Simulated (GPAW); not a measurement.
# Zn (Fm-3m) in GPAW: equation of state

How stiff is Zn in PBEsol, and what volume does it want? The cell is scaled to several volumes.

Everything below comes from runs of GPAW 26.7.0. Logs are shortened: lines on timing, memory, paths and dates and some standing lists are left out, and cuts for length are marked. The log counts tension as positive stress, the text compression.

### 1 The structure

It takes space group Fm-3m (No. 225, cubic). The conventional cell has a = 3.930 Å, b = 3.930 Å, c = 3.930 Å, α = 90.00°, β = 90.00°, γ = 90.00°. Zn (site symmetry m-3m) is surrounded by 12 Zn at 2.78 Å.

This isn't the form of Zn at room conditions, which is hcp.

### 2 Equation of state, PBEsol

run.py reads:

```python
from ase import Atoms
from ase.eos import EquationOfState
from ase.io import Trajectory
from ase.units import GPa
from gpaw import GPAW, PW, setup_paths

setup_paths.insert(0, '.')

atoms = Atoms(['Zn'],
              cell=[[0.0, 1.964776, 1.964776],
                    [1.964776, 0.0, 1.964776],
                    [1.964776, 1.964776, 0.0]],
              scaled_positions=[[0.0, 0.0, 0.0]],
              pbc=True)

traj = Trajectory('eos.traj', 'w')
volumes, energies = [], []
for x in [0.94, 0.96, 0.98, 1.0, 1.02, 1.04, 1.06]:
    a = atoms.copy()
    a.set_cell(atoms.cell * x**(1 / 3), scale_atoms=True)
    calc = GPAW(mode=PW(600),
                xc='PBEsol',
                kpts={'size': (12, 12, 12), 'gamma': True},
                occupations={'name': 'fermi-dirac', 'width': 0.05},
                nbands=13,
                convergence={'density': 1e-05, 'energy': 1e-05},
                maxiter=150,
                txt=f'eos-{x:.2f}.txt')
    a.calc = calc
    energies.append(a.get_potential_energy(force_consistent=True))
    volumes.append(a.get_volume())
    p = -a.get_stress()[:3].mean() / GPa
    calc.write(f'eos-{x:.2f}.gpw')
    traj.write(a)
    print(f'{x:.2f} {volumes[-1]:10.4f} A^3 {energies[-1]:14.6f} eV {p:9.3f} GPa', flush=True)

v0, e0, B = EquationOfState(volumes, energies, eos='birchmurnaghan').fit()
print(f'V0 = {v0:.4f} A^3, E0 = {e0:.6f} eV, B0 = {B / GPa:.2f} GPa')
```

Potentials or basis: PAW data sets generated in the run's folder for this functional, pw.

Started as:

```sh
$ gpaw-setup -f PBEsol Zn
$ OMP_NUM_THREADS=1 python run.py
```

Log:

```text
__  _  _
 | _ |_)|_||  |
 |__||  | ||/\| - 26.7.0

Input parameters:
  mode=PW(ecut=600.0),
  convergence={'density': 1e-05, 'energy': 1e-05},
  kpts=MonkhorstPack(size=(12, 12, 12), gamma=True),
  maxiter=150,
  nbands=13,
  occupations=Occupations(name='fermi-dirac', width=0.05),
  xc=XC(name='PBEsol')

Diagonalizing LCAO Hamiltonian
Converting LCAO to pw mode

       Zn

Atoms  # Å, Bohr magnetons
|   | symbol |        x |        y |        z |    initial magnetic moments |
|---|--------|----------|----------|----------|-----------------------------|
| 0 |     Zn | 0.000000 | 0.000000 | 0.000000 | ( 0.0000,  0.0000,  0.0000) |

Unit cell  # Å
| periodic |        x |        y |        z |  lengths |    angles |
|----------|----------|----------|----------|----------|-----------|
|      yes | 0.000000 | 1.924667 | 1.924667 | 2.721891 | 60.000000 |
|      yes | 1.924667 | 0.000000 | 1.924667 | 2.721891 | 60.000000 |
|      yes | 1.924667 | 1.924667 | 0.000000 | 2.721891 | 60.000000 |

Number of symmetries: 48
Symmetry operations  # r_c * U_cc + t_c -> r_c
|    | kind |            matrix            |
|----|------|------------------------------|
|  0 |  σ   |  1, 0, 0,  1, 0,-1,  1,-1, 0 |
|  1 |  C2  |  1, 0, 0,  1,-1, 0,  1, 0,-1 |
|  2 |  E   |  1, 0, 0,  0, 1, 0,  0, 0, 1 |
|  3 |  σ   |  1, 0, 0,  0, 0, 1,  0, 1, 0 |
|  4 |  C4  |  1, 0,-1,  1, 0, 0,  1,-1, 0 |
|  5 |  S6  |  1, 0,-1,  1,-1, 0,  1, 0, 0 |
|  6 |  σ   |  1, 0,-1,  0, 1,-1,  0, 0,-1 |
|  7 |  C3  |  1, 0,-1,  0, 0,-1,  0, 1,-1 |
|  8 |  S6  |  1,-1, 0,  1, 0, 0,  1, 0,-1 |
|  9 |  C4  |  1,-1, 0,  1, 0,-1,  1, 0, 0 |
| 10 |  C3  |  1,-1, 0,  0,-1, 1,  0,-1, 0 |
| 11 |  σ   |  1,-1, 0,  0,-1, 0,  0,-1, 1 |
| 12 |  σ   |  0, 1, 0,  1, 0, 0,  0, 0, 1 |
| 13 |  C4  |  0, 1, 0,  0, 1,-1, -1, 1, 0 |
| 14 |  C3  |  0, 1, 0,  0, 0, 1,  1, 0, 0 |
| 15 |  S6  |  0, 1, 0, -1, 1, 0,  0, 1,-1 |
| 16 |  C2  |  0, 1,-1,  1, 0,-1,  0, 0,-1 |
| 17 |  σ   |  0, 1,-1,  0, 1, 0, -1, 1, 0 |
| 18 |  S4  |  0, 1,-1,  0, 0,-1,  1, 0,-1 |
| 19 |  C4  |  0, 1,-1, -1, 1, 0,  0, 1, 0 |
| 20 |  C3  |  0, 0, 1,  1, 0, 0,  0, 1, 0 |
| 21 |  σ   |  0, 0, 1,  0, 1, 0,  1, 0, 0 |
| 22 |  S6  |  0, 0, 1,  0,-1, 1, -1, 0, 1 |
| 23 |  C4  |  0, 0, 1, -1, 0, 1,  0,-1, 1 |
| 24 |  S4  |  0, 0,-1,  1, 0,-1,  0, 1,-1 |
| 25 |  C3  |  0, 0,-1,  0, 1,-1,  1, 0,-1 |
| 26 |  C2  |  0, 0,-1,  0,-1, 0, -1, 0, 0 |
| 27 |  S6  |  0, 0,-1, -1, 0, 0,  0,-1, 0 |
| 28 |  S4  |  0,-1, 1,  1,-1, 0,  0,-1, 0 |
| 29 |  C4  |  0,-1, 1,  0, 0, 1, -1, 0, 1 |
| 30 |  C2  |  0,-1, 1,  0,-1, 0,  1,-1, 0 |
| 31 |  σ   |  0,-1, 1, -1, 0, 1,  0, 0, 1 |
| 32 |  C3  |  0,-1, 0,  1,-1, 0,  0,-1, 1 |
| 33 |  S6  |  0,-1, 0,  0, 0,-1, -1, 0, 0 |
| 34 |  S4  |  0,-1, 0,  0,-1, 1,  1,-1, 0 |
| 35 |  C2  |  0,-1, 0, -1, 0, 0,  0, 0,-1 |
| 36 |  C2  | -1, 1, 0,  0, 1, 0,  0, 1,-1 |
| 37 |  S6  | -1, 1, 0,  0, 1,-1,  0, 1, 0 |
| 38 |  S4  | -1, 1, 0, -1, 0, 1, -1, 0, 0 |
| 39 |  C3  | -1, 1, 0, -1, 0, 0, -1, 0, 1 |
| 40 |  S6  | -1, 0, 1,  0, 0, 1,  0,-1, 1 |
| 41 |  C2  | -1, 0, 1,  0,-1, 1,  0, 0, 1 |
| 42 |  C3  | -1, 0, 1, -1, 1, 0, -1, 0, 0 |
| 43 |  S4  | -1, 0, 1, -1, 0, 0, -1, 1, 0 |
| 44 |  C2  | -1, 0, 0,  0, 0,-1,  0,-1, 0 |
| 45 |  i   | -1, 0, 0,  0,-1, 0,  0, 0,-1 |
| 46 |  σ   | -1, 0, 0, -1, 1, 0, -1, 0, 1 |
| 47 |  C2  | -1, 0, 0, -1, 0, 1, -1, 1, 0 |

BZ-sampling:
  Number of BZ points: 1728
  Number of IBZ points: 72

  Monkhorst-Pack size: [12, 12, 12]
  Monkhorst-Pack shift: [0.041666666666666664, 0.041666666666666664, 0.041666666666666664]

K-points  # in reciprocal-cell coordinates
|     |                                coordinates |     weight |
|-----|--------------------------------------------|------------|
|   0 | ( -0.00000000,  -0.00000000,  -0.00000000) | 0.00057870 |
|   1 | (  0.08333333,   0.08333333,  -0.00000000) | 0.00347222 |
|   2 | (  0.08333333,   0.08333333,   0.08333333) | 0.00462963 |
|   3 | (  0.16666667,   0.08333333,   0.08333333) | 0.00694444 |
|   4 | (  0.16666667,   0.16666667,  -0.00000000) | 0.00347222 |
|   5 | (  0.16666667,   0.16666667,   0.08333333) | 0.01388889 |
|   6 | (  0.16666667,   0.16666667,   0.16666667) | 0.00462963 |
|   7 | (  0.25000000,   0.16666667,   0.08333333) | 0.01388889 |
|   8 | (  0.25000000,   0.16666667,   0.16666667) | 0.01388889 |
|   9 | (  0.25000000,   0.25000000,  -0.00000000) | 0.00347222 |
| ... |                                            |            |
|  71 | (  0.50000000,   0.50000000,   0.50000000) | 0.00231481 |

Plane wave coefficients: 531
Cutoff: 600.0 eV

Spin-components: 1 (collinear spins)
Bands:           13
Projectors:      6
Spin-degeneracy: 2
Datatype:        complex128

Parallelization:
  kpt:    1
  domain: 1
  band:   1

Density:
  Valence electrons: 12.0
  Components: 1
  Grid points: [16 16 16]
  Charge: 0.0  # |e|

Potential:
  Grid points: [16 16 16]

species:
  Zn:
    name:    Zinc
    Z:       30.0
    valence: 12
    core:    18
    charge:  0.0  # [|e|]
    compensation charges:
      type: gauss
      rc: 0.37  # [Å]
      lmax: 2
    cutoffs:
      filter: 2.14  # [Å]
      core: 2.28  # [Å]
    projectors
    | kind |    occ | energy [eV] | rcut [Å] |
    |------|--------|-------------|----------|
    |   4s |  2.000 |      -5.996 |    1.286 |
    |   4p |  0.000 |      -1.076 |    1.270 |
    |   3d | 10.000 |     -10.170 |    1.180 |
    |    s |        |      21.215 |    1.286 |
    |    p |        |      26.135 |    1.270 |
    |    d |        |      17.041 |    1.180 |

    Using partial waves for Zn as LCAO basis

Reference energy: -48822.745610  # eV

eigensolver:
  PPCG
  Converge bands: occupied
  niter=2

density mixing:
  MSR1-Mixer
  Pratt-step length: 0.05
  Maximum mixing coefficient: 0.75
  Old densities: 10
  SVD Regularization: 0.005
  Good broyden scale: 1.0
  Trust region scale: 1.0
  Backstep threshold: 4.0
  History deletion threshold: 6.0
  Fourier metric: weight=20.0, sigma=0.015

occupation numbers:
  Fermi-Dirac:
    width: 0.0500  # eV

poisson solver:
  ecut: 4800.0  # eV

xc functional:
  name: PBEsol with 2 nearest neighbor stencil

convergence criteria:
- Maximum integral of absolute [dens]ity change: 1e-05 electrons / valence electron
- Maximum [total energy] change in last 3 cyles: 1e-05 eV / valence electron
- Maximum integral of absolute [eigenst]ate change: 4e-08 eV^2 / valence electron
maximum number of iterations: 150

SCF iterations
|iter     | |      energy | eigst |  dens |
|---------|-|-------------|-------|-------|
|iter:   1| |   -1.736972 | -0.05 |       |
|iter:   2| |   -1.705042 | -3.06 | -1.38 |
|iter:   3| |   -1.630031 | -1.95 | -1.43 |
|iter:   4| |   -1.631945 | -3.44 | -1.91 |
|iter:   5| |   -1.632622 | -3.52 | -2.23 |
|iter:   6| |   -1.632650 | -5.55 | -3.79 |
|iter:   7| |   -1.632655c| -5.93 | -3.79 |
|iter:   8| |   -1.632655c| -8.31c| -4.78 |
|iter:   9| |   -1.632655c| -9.04c| -5.22c|

Converged in 9 steps
Energy contributions relative to reference atoms: (reference = -48822.745610)

Energy contributions:
  Kinetic:          -2.314064
  Coulomb:           4.048388
  Zero:             -0.034922
  External:          0.000000
  Xc:               -3.330679
  Entropy:          -0.002757
  Spinorbit:         0.000000
  ----------------------------
  Free energy:      -1.634034
  Extrapolated:     -1.632655

dipole moment: (-7.422092, -7.422092, -7.422092)  # |e|*Ang

Fermi level: 7.092
Eigenvalues  # (at kpt = [-0.000, -0.000, -0.000])
| band index |      eig [eV] | occ [0-2] |
|------------|---------------|-----------|
|          0 |        -3.717 |     2.000 |
|          1 |        -0.590 |     2.000 |
|          2 |        -0.590 |     2.000 |
|          3 |        -0.590 |     2.000 |
|          4 |        -0.163 |     2.000 |
|          5 |        -0.163 |     2.000 |
|          6 |        26.210 |     0.000 |
|          7 |        26.210 |     0.000 |
|          8 |        26.210 |     0.000 |
|          9 |        26.271 |     0.000 |
|         10 |        28.657 |     0.000 |
|         11 |        28.657 |     0.000 |
|         12 |        28.657 |     0.000 |

No gap
No difference between direct/indirect transitions

Stress tensor  # eV/Ang^3
|        x |         y |         z |
|----------|-----------|-----------|
| 0.007057 |  0.000000 |  0.000000 |
| 0.000000 |  0.007057 | -0.000000 |
| 0.000000 | -0.000000 |  0.007057 |

# Writing to eos-0.94.gpw (mode='')
```

Wall time 57 s (1 thread of Arm Neoverse V2, shared host); peak memory 0.18 GiB.

What came out:

```yaml
Equilibrium_volume: "14.07 Å³/atom (rough: see the caveat)"
Bulk_modulus: 87 GPa (rough)
```

Energy against volume, from the lowest point:
| volume (Å³/atom) | energy (meV/atom) |
| --- | --- |
| 14.259 | 0.00 |
| 14.563 | 3.65 |
| 14.866 | 10.16 |
| 15.169 | 19.18 |
| 15.473 | 30.37 |
| 15.776 | 43.47 |
| 16.080 | 58.22 |

Caveat: the minimum lies outside the volumes run.
